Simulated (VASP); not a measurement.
# Cr in VASP: relaxation of the atoms with LDA

Aim: the relaxation of the atoms of Cr with LDA.

Program: VASP 6.6.1. These are calculated values, not measurements. Logs are shortened: lines on timing, memory, paths and dates and some standing lists are left out, and cuts for length are marked.

### 1 The slab as given

The cell holds a slab with vacuum, 16 atoms: a = 3.814 Å, b = 5.393 Å, c = 30.208 Å, α = 90.00°, β = 90.00°, γ = 90.00°.

The cell was built by a generator and needn't be a form met in nature.

### 2 Relaxation of the atoms, LDA

Input file INCAR:

```
SYSTEM = Cr
PREC = Accurate ; ENCUT = 520
EDIFF = 1E-6 ; ISMEAR = 1
SIGMA = 0.1 ; LREAL = .FALSE.
LASPH = .TRUE. ; NELM = 120
ALGO = Fast ; ISIF = 2
LWAVE = .FALSE. ; LCHARG = .FALSE.
LDIPOL = .TRUE. ; IDIPOL = 3
DIPOL = 0.5 0.5 0.500 ; IBRION = 2
NSW = 90 ; EDIFFG = -0.02
KPAR = 4
```

Input file KPOINTS:

```
Automatic mesh
0
G
  9 6 1
  0 0 0
```

Input file POSCAR:

```
Cr
1.0
    3.8135683000      0.0000000000      0.0000000000
    0.0000000000      5.3932000000      0.0000000000
    0.0000000000      0.0000000000     30.2084777900
Cr
16
Direct
    1.0000000000      0.7500000000      0.3986292900
    0.5000000000      0.5000000000      0.3986292900
    1.0000000000      0.2500000000      0.3986292900
    0.5000000000      0.0000000000      0.3986292900
    1.0000000000      0.5000000000      0.4662108600
    0.5000000000      0.2500000000      0.4662108600
    1.0000000000      0.0000000000      0.4662108600
    0.5000000000      0.7500000000      0.4662108600
    1.0000000000      0.2500000000      0.5337924300
    0.5000000000      1.0000000000      0.5337924300
    0.0000000000      0.7500000000      0.5337924300
    0.5000000000      0.5000000000      0.5337924300
    1.0000000000      0.0000000000      0.6013707100
    0.5000000000      0.7500000000      0.6013707100
    0.0000000000      0.5000000000      0.6013707100
    0.5000000000      0.2500000000      0.6013707100
```

Potentials or basis: VASP PAW LDA potentials, release 64 (Cr_pv).

Launch:

```
$ cat potpaw_LDA.64/Cr_pv/POTCAR > POTCAR
$ mpirun -np 4 vasp_std > vasp.out
```

OUTCAR:

```text
SYSTEM = Cr
   PREC = Accurate
   ENCUT = 520
   EDIFF = 1E-6
   ISMEAR = 1
   LREAL = .FALSE.
   LASPH = .TRUE.
   NELM = 120
   ISIF = 2
   IBRION = 2
   NSW = 90
   EDIFFG = -0.02

 ion  position               nearest neighbor table
   1  0.000  0.750  0.399-   2 2.34   4 2.34   2 2.34   4 2.34   5 2.45   7 2.45   3 2.70   3 2.70
                             8 2.79   8 2.79
   2  0.500  0.500  0.399-   1 2.34   3 2.34   1 2.34   3 2.34   6 2.45   8 2.45   4 2.70   4 2.70
                             5 2.79   5 2.79
   3  0.000  0.250  0.399-   2 2.34   4 2.34   2 2.34   4 2.34   5 2.45   7 2.45   1 2.70   1 2.70
                             6 2.79   6 2.79
   4  0.500  0.000  0.399-   1 2.34   3 2.34   1 2.34   3 2.34   6 2.45   8 2.45   2 2.70   2 2.70
                             7 2.79   7 2.79
   5  0.000  0.500  0.466-   6 2.34   8 2.34   6 2.34   8 2.34   1 2.45   3 2.45   9 2.45  11 2.45
                             7 2.70   7 2.70   2 2.79   2 2.79  12 2.79  12 2.79
   6  0.500  0.250  0.466-   5 2.34   7 2.34   5 2.34   7 2.34   2 2.45   4 2.45  10 2.45  12 2.45
                             8 2.70   8 2.70   3 2.79   3 2.79   9 2.79   9 2.79
   7  0.000  0.000  0.466-   6 2.34   8 2.34   6 2.34   8 2.34   1 2.45   3 2.45   9 2.45  11 2.45
                             5 2.70   5 2.70   4 2.79   4 2.79  10 2.79  10 2.79
   8  0.500  0.750  0.466-   5 2.34   7 2.34   5 2.34   7 2.34   2 2.45   4 2.45  10 2.45  12 2.45
                             6 2.70   6 2.70   1 2.79   1 2.79  11 2.79  11 2.79
   9  0.000  0.250  0.534-  10 2.34  12 2.34  10 2.34  12 2.34  13 2.45  15 2.45   5 2.45   7 2.45
                            11 2.70  11 2.70  16 2.79  16 2.79   6 2.79   6 2.79
  10  0.500  0.000  0.534-   9 2.34  11 2.34   9 2.34  11 2.34  14 2.45  16 2.45   6 2.45   8 2.45
                            12 2.70  12 2.70  13 2.79  13 2.79   7 2.79   7 2.79
  11  0.000  0.750  0.534-  10 2.34  12 2.34  10 2.34  12 2.34  13 2.45  15 2.45   5 2.45   7 2.45
                             9 2.70   9 2.70  14 2.79  14 2.79   8 2.79   8 2.79
  12  0.500  0.500  0.534-   9 2.34  11 2.34   9 2.34  11 2.34  14 2.45  16 2.45   6 2.45   8 2.45
                            10 2.70  10 2.70  15 2.79  15 2.79   5 2.79   5 2.79
  13  0.000  0.000  0.601-  14 2.34  16 2.34  14 2.34  16 2.34   9 2.45  11 2.45  15 2.70  15 2.70
                            10 2.79  10 2.79
  14  0.500  0.750  0.601-  13 2.34  15 2.34  13 2.34  15 2.34  10 2.45  12 2.45  16 2.70  16 2.70
                            11 2.79  11 2.79
  15  0.000  0.500  0.601-  14 2.34  16 2.34  14 2.34  16 2.34   9 2.45  11 2.45  13 2.70  13 2.70
                            12 2.79  12 2.79
  16  0.500  0.250  0.601-  13 2.34  15 2.34  13 2.34  15 2.34  10 2.45  12 2.45  14 2.70  14 2.70
                             9 2.79   9 2.79

  LATTYP: Found a simple orthorhombic cell.
 ALAT       =     3.8135683000
 B/A-ratio  =     1.4142135595
 C/A-ratio  =     7.9213155275

  Lattice vectors:

 A1 = (   3.8135683000,   0.0000000000,   0.0000000000)
 A2 = (   0.0000000000,   5.3932000000,   0.0000000000)
[... 178 lines left out ...]
   GGA     = CA    functional components
   LHFCALC =     F    Hartree Fock is set to
   AEXX    =    0.0000 exact exchange contribution
   IVDW    =     0    specifies the selected vdW correction
   LEPSILON=     F    determine dielectric tensor
   LRPA    =     F    only Hartree local field effects (RPA)
 conjugate gradient relaxation of ions
 non-spin polarized calculation
 RMM-DIIS sequential band-by-band and
 Methfessel and Paxton  Order N= 1 SIGMA  =   0.10
  energy-cutoff  :      520.00
  volume of cell :      621.31
 maximum number of plane-waves:     16799
   NGX = 15   NGY = 21   NGZ =113

--------------------------------------- Ionic step        1  -------------------------------------------

 number of electron     191.9999826 magnetization

 Free energy of the ion-electron system (eV)
  ---------------------------------------------------
  ext. energy  EPLUGINS =         0.00000000
  ---------------------------------------------------
  free energy    TOTEN  =      -159.76327590 eV

  energy without entropy =     -159.76655547  energy(sigma->0) =     -159.76436909

------------------------ aborting loop because EDIFF is reached ----------------------------------------

 vacuum level on the upper side and lower side of the slab       (xc-potential included)        -0.016         0.005

  FORCE on cell =-STRESS in cart. coord.  units (eV):
  Direction    XX          YY          ZZ          XY          YZ          ZX
  --------------------------------------------------------------------------------------
  -------------------------------------------------------------------------------------
  Total       -0.0470496      8.1312993     -8.3069748      0.0000000      0.0000000      0.0000000
  in kB       -0.1213275     20.9683198    -21.4213373      0.0000000      0.0000000      0.0000000
  external PRESSURE =      -0.1914483 kB  Pullay stress =       0.0000000 kB
[... 187 lines left out ...]
--------------------------------------- Ionic step        5  -------------------------------------------

 number of electron     191.9999828 magnetization

 dipolmoment           0.000000      0.000000     -0.002426 electrons x Angstroem

 Free energy of the ion-electron system (eV)
  ---------------------------------------------------
  ext. energy  EPLUGINS =         0.00000000
  ---------------------------------------------------
  free energy    TOTEN  =      -159.88807342 eV

  energy without entropy =     -159.89605057  energy(sigma->0) =     -159.89073247

 E-fermi :  -0.4814     XC(G=0):  -4.6668

 val. band max:       -0.4897031550   @ k =   0.2222   0.3333   0.0000
 cond. band min:      -0.4812173364   @ k =   0.4444   0.0000   0.0000
 fundamental gap:      0.0084858186
 Fermi energy:        -0.4814414062

 k-point     1 :       0.0000    0.0000    0.0000
  band No.  band energies     occupation
      1     -44.1309      2.00000
      2     -43.9742      2.00000
      3     -43.8913      2.00000
      4     -43.6950      2.00000
      5     -43.6950      2.00000
      6     -43.6862      2.00000
[... 2209 lines left out ...]
    107       0.3603     -0.00000
    108       0.3603     -0.00000
 [bands above 108 left out]

------------------------ aborting loop because EDIFF is reached ----------------------------------------

 vacuum level on the upper side and lower side of the slab       (xc-potential included)        -0.119        -0.098

  FORCE on cell =-STRESS in cart. coord.  units (eV):
  Direction    XX          YY          ZZ          XY          YZ          ZX
  --------------------------------------------------------------------------------------
  -------------------------------------------------------------------------------------
  Total        5.4755868     11.6238390     -0.0247513      0.0000000      0.0000000      0.0000000
  in kB       14.1199889     29.9745915     -0.0638265      0.0000000      0.0000000      0.0000000
  external PRESSURE =      14.6769180 kB  Pullay stress =       0.0000000 kB
[... 31 lines left out ...]
  FREE ENERGIE OF THE ION-ELECTRON SYSTEM (eV)
  ---------------------------------------------------
  free  energy   TOTEN  =      -159.8880734246 eV

  energy  without entropy=     -159.8960505726  energy(sigma->0) =     -159.89073247

 reached required accuracy - stopping structural energy minimisation

 vacuum level on the upper side and lower side of the slab         4.751         4.772
```

CONTCAR:

```text
Cr
   1.00000000000000
     3.8135683000000000    0.0000000000000000    0.0000000000000000
     0.0000000000000000    5.3932000000000002    0.0000000000000000
     0.0000000000000000    0.0000000000000000   30.2084777899999999
  Cr
    16
Direct
     1.0000000000000000    0.7500000000000000    0.4009605445697589
     0.5000000000000000    0.5000000000000000    0.4009605445697589
     1.0000000000000000    0.2500000000000000    0.4009605445697589
     0.5000000000000000    0.0000000000000000    0.4009605445697589
     0.0000000000000000    0.5000000000000000    0.4663631451267229
     0.5000000000000000    0.2500000000000000    0.4663631451267229
[... 8 lines left out ...]
     1.0000000000000000    0.5000000000000000    0.5990394554302411
     0.5000000000000000    0.2500000000000000    0.5990394554302411

  0.00000000E+00  0.00000000E+00  0.00000000E+00
  0.00000000E+00  0.00000000E+00  0.00000000E+00
  0.00000000E+00  0.00000000E+00  0.00000000E+00
  0.00000000E+00  0.00000000E+00  0.00000000E+00
  0.00000000E+00  0.00000000E+00  0.00000000E+00
  0.00000000E+00  0.00000000E+00  0.00000000E+00
[... 8 lines left out ...]
  0.00000000E+00  0.00000000E+00  0.00000000E+00
  0.00000000E+00  0.00000000E+00  0.00000000E+00
```

Run time: 42 min. Hardware: 4 MPI ranks of Intel Xeon 6975P-C (Granite Rapids), shared host; peak memory 1.1 GiB.

Results:

```
Free energy                  : -159.8881 eV
Energy gained by relaxing    : 7.8 meV/atom
Ionic steps                  : 5
Largest force after relaxing : 0.017 eV/Å
Band gap on the k mesh       : none (metal or under the smearing width)
```

Forces on the atoms (eV/Å):
```
Cr   0.000  0.000 -0.010
Cr   0.000  0.000 -0.010
Cr   0.000  0.000 -0.010
Cr   0.000  0.000 -0.010
Cr   0.000  0.000  0.017
Cr   0.000  0.000  0.017
Cr   0.000  0.000  0.017
Cr   0.000  0.000  0.017
Cr   0.000  0.000 -0.017
Cr   0.000  0.000 -0.017
Cr   0.000  0.000 -0.017
Cr   0.000  0.000 -0.017
Cr   0.000  0.000  0.010
Cr   0.000  0.000  0.010
Cr   0.000  0.000  0.010
Cr   0.000  0.000  0.010
```

The path:
| step | energy change (eV) | largest force (eV/Å) | pressure (GPa) |
| --- | --- | --- | --- |
| 1 | 0.0000 | 0.4556 | -0.02 |
| 2 | -0.0761 | 0.1950 | 0.48 |
| 3 | -0.0776 | 0.1873 | 0.55 |
| 4 | -0.0978 | 0.1485 | 0.77 |
| 5 | -0.1248 | 0.0174 | 1.47 |

Final structure:
```
CELL_PARAMETERS angstrom
3.81357 0.00000 0.00000
0.00000 5.39320 0.00000
0.00000 0.00000 30.20848
ATOMIC_POSITIONS crystal
Cr 0.00000 0.75000 0.40096
Cr 0.50000 0.50000 0.40096
Cr 0.00000 0.25000 0.40096
Cr 0.50000 0.00000 0.40096
Cr 0.00000 0.50000 0.46636
Cr 0.50000 0.25000 0.46636
Cr 0.00000 0.00000 0.46636
Cr 0.50000 0.75000 0.46636
Cr 0.00000 0.25000 0.53364
Cr 0.50000 0.00000 0.53364
Cr 0.00000 0.75000 0.53364
Cr 0.50000 0.50000 0.53364
Cr 0.00000 0.00000 0.59904
Cr 0.50000 0.75000 0.59904
Cr 0.00000 0.50000 0.59904
Cr 0.50000 0.25000 0.59904
```

Levels at points of the mesh, in eV from the Fermi level:
| k point | band 94 | band 95 | band 96 | band 97 | band 98 | band 99 |
| --- | --- | --- | --- | --- | --- | --- |
| (0.00, 0.00, 0.00) | -0.75 | -0.40 | -0.32 | 0.13 | 0.13 | 0.15 |
| (0.00, 0.50, 0.00) | -0.53 | -0.05 | -0.05 | 0.11 | 0.11 | 0.28 |

Caveat: the run has no spin polarisation, though such a crystal can be magnetic. Spin polarisation is off, so any magnetic state and its effect on volume and gap are missing.
